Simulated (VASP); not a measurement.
Crystal: NaCl.

```
CELL_PARAMETERS angstrom
0.00000 2.79406 2.79406
2.79406 0.00000 2.79406
2.79406 2.79406 0.00000
ATOMIC_POSITIONS crystal
Cl 0.50000 0.50000 0.50000
Na 0.00000 0.00000 0.00000
```

The cell is a database's computed one.

Base run:

```yaml
Program: VASP 6.6.1
Functional: HSE06
Potentials_or_basis: VASP PAW PBE potentials, release 64 (Cl, Na_pv)
Cutoff: 520 eV
k_mesh: 6 × 6 × 6
Occupations: gaussian, width 0.02 eV
Spin: no spin polarisation
```

Its results: band gap on the k mesh 6.61 eV, direct; pressure 1.0 GPa.

Question: The run is repeated on the same cell with these changes: functional from HSE06 to HSE03. What comes out?

Answer: Band gap on the k mesh 6.35 eV, direct; pressure 1.0 GPa.

Caveats: the PAW data sets were made with another functional, which shifts forces and pressure a little.

Not every run made on this cell is shown here.
